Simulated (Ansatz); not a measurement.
A 2-atom cell of AlP started from a crystallographic database at its r2SCAN geometry, in the plane-wave code Ansatz. One HSE06 run serves as the base. The settings are then varied one at a time, some on purpose to values that make no sense. Doubtful ones may also carry a cap on iterations. All numbers are computed, and spin polarisation is off unless an edit sets a moment.

Base input:
```yaml
crystal:
  lattice:
    - [0.0, 2.7392607946, 2.7392607946]
    - [2.7392607946, 0.0, 2.7392607946]
    - [2.7392607946, 2.7392607946, 0.0]
  atoms:
    - { symbol: Al, position: [0.0, 0.0, 0.0] }
    - { symbol: P, position: [0.25, 0.25, 0.25] }
kpoints:
  mp_grid: { grid: [4, 4, 4] }
hamiltonian:
  xc: hse06
scf:
  occupations: { method: fixed }
  n_extra_bands: 4
output:
  forces: true
  stress: true
  eigenvalues: true
```

Base results:
```
Basis set: ecut = 420 eV, 821 PW (Γ)
Symmetry: 24 space group operations
Space group: F-43m (ITA 216)
k-points: 8 of 64 (time reversal used)
Exchange kernel: α = 0.2500, screened, ω = 0.2079 Å⁻¹, Wigner–Seitz truncation, v(0) = 1021.9718 eV·Å³, q-mesh 4×4×4
hybrid SCF converged: 2 outer / 7 inner (+2 warm-up)
Free energy (F): -1295.362355 eV
Fermi energy:    4.490162 eV
--- Stress (GPa, compression-positive) ---
        0.233891       0.000000       0.000000
        0.000000       0.233891       0.000000
        0.000000       0.000000       0.233891
  P = ⅓ Tr σ = 0.2339 GPa (2.339 kbar)
```
The gap over this mesh is 2.292 eV.

Command: `ansatz run input.yaml --threads 4 --pin off --max-ram 3686MiB --backend cpu --events-out ev --progress --plain --runs-dir out`. It took 3 s on 4 threads of Arm Neoverse V1, on a shared host, load about 0.9 per core; peak host memory 0.49 GiB.

Task: What happens with this change?
```yaml
hamiltonian:
  xc: { exchange: pbe, correlation: pbe, exx: { coeff: 0.05, omega: 0.3 } }
```

Result: That is 5 % exact exchange, screened with ω = 0.3 1/Å, against HSE06's 25 % screened at 0.208 1/Å. The mean stress moves by +1.2 GPa and the gap on the mesh by -0.610 eV (to 1.682). Totals of different functionals aren't comparable.
```
Exchange kernel: α = 0.0500, screened, ω = 0.3000 Å⁻¹, Wigner–Seitz truncation, v(0) = 502.2647 eV·Å³, q-mesh 4×4×4
hybrid SCF converged: 2 outer / 6 inner (+2 warm-up)
Free energy (F): -1294.537199 eV
Fermi energy:    4.910737 eV
--- Stress (GPa, compression-positive) ---
        1.476238       0.000000       0.000000
        0.000000       1.476238       0.000000
        0.000000       0.000000       1.476238
  P = ⅓ Tr σ = 1.4762 GPa (14.762 kbar)
```

Task: These lines are set or replaced. What follows?
```yaml
hamiltonian:
  xc:
    exchange: pbe
    correlation: pbe
    exx: { coeff: 0.35, omega: 0.2078 }
```

Result: That is 35 % exact exchange, screened with ω = 0.2078 1/Å, against HSE06's 25 % screened at 0.208 1/Å. The mean stress moves by -0.6 GPa and the gap on the mesh by +0.299 eV (to 2.592). Totals of different functionals aren't comparable.
Lines that differ from the base's log, and the results:
```
Exchange kernel: α = 0.3500, screened, ω = 0.2078 Å⁻¹, Wigner–Seitz truncation, v(0) = 1022.6033 eV·Å³, q-mesh 4×4×4
hybrid SCF converged: 2 outer / 9 inner (+2 warm-up)
Free energy (F): -1295.782227 eV
Fermi energy:    4.281965 eV
--- Stress (GPa, compression-positive) ---
       -0.337208       0.000000       0.000000
        0.000000      -0.337208       0.000000
        0.000000       0.000000      -0.337208
  P = ⅓ Tr σ = -0.3372 GPa (-3.372 kbar)
```

Task: These lines are set or replaced. What follows?
```yaml
scf:
  convergence: { dr2_threshold: 0.0001 }
  max_iter: 82
```

Result: It converges in 11 iterations against the base's 9. Even so loose a threshold leaves the results unchanged here, which can't be counted on.
```
Warning: scf.convergence.dr2_threshold = 1e-4 eV is looser than this run's default, which is 1e-7 eV or tighter. The error in the forces grows as the threshold's square root, so leave the key out unless less accurate forces are enough
```

Task: Predict the outcome of this edit.
```yaml
kpoints:
  mp_grid: { grid: [3, 3, 3] }
```

Result: The free energy moves by +132 meV an atom, the mean stress by +1.0 GPa and the gap on the mesh by +0.700 eV (to 2.992). The gap changes mostly because other points are sampled; a mesh that misses a band edge overestimates it. The mesh is too coarse.
Lines that differ from the base's log, and the results:
```
k-points: 4 of 27 (time reversal used)
Exchange kernel: α = 0.2500, screened, ω = 0.2079 Å⁻¹, Wigner–Seitz truncation, v(0) = 935.2523 eV·Å³, q-mesh 3×3×3
hybrid SCF converged: 2 outer / 7 inner (+3 warm-up)
Free energy (F): -1295.098780 eV
Fermi energy:    4.524263 eV
--- Stress (GPa, compression-positive) ---
        1.217588       0.000000       0.000000
        0.000000       1.217588       0.000000
        0.000000       0.000000       1.217588
  P = ⅓ Tr σ = 1.2176 GPa (12.176 kbar)
--- Band table (eV) ---
  k-point 0: bands = [-8.1132, 4.5243, 4.5243, 4.5243, 8.7695, 10.0173, 10.0173, 10.0173]
  k-point 1: bands = [-6.9144, -0.1618, 3.8631, 3.8631, 8.4577, 10.5169, 10.5169, 13.5305]
  k-point 2: bands = [-6.4838, 0.1891, 2.6541, 2.6541, 7.5165, 8.5570, 14.1427, 14.1427]
  k-point 3: bands = [-5.7229, -0.7964, 0.7597, 2.9408, 8.1687, 11.9167, 13.2014, 13.4556]
```

Task: Predict the outcome of this edit.
```yaml
scf:
  exx: { singularity: wigner_seitz }
```

Result: Energy, stress and gap stay within 1 meV an atom, 0.1 GPa and 0.005 eV of the base. The run repeats the base's digit for digit, so the setting changed nothing in it.

Task: These lines are set or replaced. What follows?
```yaml
hamiltonian:
  xc: { exchange: pbe, correlation: pbe, exx: { coeff: 0.05 } }
```

Result: That is 5 % exact exchange, at all ranges, against HSE06's 25 % screened at 0.208 1/Å. The mean stress moves by +1.2 GPa and the gap on the mesh by -0.438 eV (to 1.855). Totals of different functionals aren't comparable.
```
hybrid SCF converged: 2 outer / 7 inner (+2 warm-up)
Free energy (F): -1294.614910 eV
Fermi energy:    4.816955 eV
--- Stress (GPa, compression-positive) ---
        1.409527       0.000000       0.000000
        0.000000       1.409527       0.000000
        0.000000       0.000000       1.409527
  P = ⅓ Tr σ = 1.4095 GPa (14.095 kbar)
```

The meshes of the hybrids are coarse, so their gaps aren't converged to the digits shown.
